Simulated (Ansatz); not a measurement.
Crystal: CoO.

```
Co O
1.0
     2.57053    0.00000    0.00000
     0.00000    2.57053    0.00000
     0.00000    0.00000    5.14105
Co O
2 2
Cartesian
  0.0000 0.0000 0.0000
  0.0000 0.0000 2.5705
  1.2853 1.2853 1.2853
  1.2853 1.2853 3.8558
```

Measurements of this composition are mostly on another form, of space group No. 225.

The cell isn't the ideal one: another cell of the same crystal, with 4 atoms.

Base run:

```yaml
Program: Ansatz 0.2.0
Functional: PBE
Potentials_or_basis: Ansatz PAW
Cutoff: "420 eV (not typed: the program's choice for these potentials)"
k_mesh: 10 × 10 × 5
Occupations: fermi-dirac, width 0.05 eV
Spin: collinear spin, antiferromagnetic start
Starting_moments: "[2.0, -2.0, 0.0, 0.0] μB"
Hubbard_terms: Co d U = 2 eV
```

Its results: band gap on the k mesh 1.61 eV; pressure 16.4 GPa; net moment 0.00 μB per cell; site moments Co +2.43, -2.43; O -0.00, +0.00 μB.

Q: The run is repeated on the same cell with these changes: hubbard terms from Co d U = 2 eV to Co d U = 3 eV. What comes out?

A: Band gap on the k mesh 2.22 eV; pressure 18.5 GPa; net moment 0.00 μB per cell; site moments Co +2.48, -2.48; O -0.00, +0.00 μB.

Caveats: the magnetic or orbital state may not be the lowest; odd divisions of the mesh miss points on the zone boundary, where band edges often lie, so the gap on the mesh can be too wide; the density of states is complete only up to the lowest level of the last band computed.

A k mesh can miss the band edges.
